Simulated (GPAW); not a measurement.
**BAs: relaxation of cell and atoms with PBEsol+D3(BJ)+ATM**

Crystal: BAs.

```
As B
1.0
     0.00000    2.38850    2.38850
     2.38850    0.00000    2.38850
     2.38850    2.38850    0.00000
As B
1 1
Cartesian
  3.5827 3.5827 3.5827
  0.0000 0.0000 0.0000
```

| Quantity | Value |
| --- | --- |
| Program | GPAW 26.7.0 |
| Task | relaxation of cell and atoms |
| Functional | PBEsol |
| Dispersion | D3(BJ)+ATM |
| Potentials or basis | PAW data sets generated in the run's folder for this functional |
| Cutoff | 800 eV |
| Basis | pw |
| k mesh | 10 × 10 × 10 |
| Occupations | fermi-dirac, width 0.05 eV |
| Spin | no spin polarisation |
| Maxiter | 150 |
| Optimizer | BFGS |
| Fmax | 0.02 eV/Å |
| Max steps | 60 |
| Convergence | density=1e-05 forces=0.0001 |

```
Relaxed volume                         : 13.33 Å³/atom
Relaxed cell                           : a = 3.353 Å, b = 3.353 Å, c = 3.353 Å, α = 60.00°, β = 60.00°, γ = 60.00°
Space group after relaxing (to 0.05 Å) : F-43m (No. 216)
Energy gained by relaxing              : 2.6 meV/atom
Ionic steps                            : 3
Pressure after relaxing                : 0.1 GPa
Band gap on the k mesh                 : 1.06 eV, indirect (least direct gap 3.29 eV)
Dispersion energy per atom             : -0.258 eV
```

Step by step:
| step | energy change (eV) | largest force (eV/Å) | pressure (GPa) | volume (Å³) |
| --- | --- | --- | --- | --- |
| 1 | 0.0000 | 0.0000 | -3.03 | 27.25 |
| 2 | -0.0024 | 0.0000 | -2.28 | 27.10 |
| 3 | -0.0052 | 0.0000 | 0.06 | 26.66 |

Final structure:
```cif
data_structure
_symmetry_space_group_name_H-M 'P 1'
_symmetry_Int_Tables_number 1
_cell_length_a 3.3533
_cell_length_b 3.3533
_cell_length_c 3.3533
_cell_angle_alpha 60.000
_cell_angle_beta 60.000
_cell_angle_gamma 60.000
_cell_volume 26.66
loop_
_atom_site_label
_atom_site_type_symbol
_atom_site_fract_x
_atom_site_fract_y
_atom_site_fract_z
_atom_site_occupancy
As1 As 0.75000 0.75000 0.75000 1
B1 B 0.00000 0.00000 0.00000 1
```

Levels at points of the mesh, in eV from the valence-band top:
```tsv
k point	band 1	band 2	band 3	band 4	band 5	band 6	band 7
(0.00, 0.00, 0.00)	-15.63	0.00	0.00	0.00	3.29	3.29	3.29
(0.50, 0.50, 0.00)	-11.32	-8.65	-4.19	-4.19	1.30	1.32	11.60
(0.50, 0.50, 0.50)	-12.67	-8.99	-1.86	-1.86	2.80	4.77	4.77
```

It took 48 s on 1 thread of Arm Neoverse V1, on a shared host, peak memory 0.21 GiB.

Caveat: later steps reuse the first step's grids. A hybrid or GW would open this gap; PBEsol tends to underestimate it.
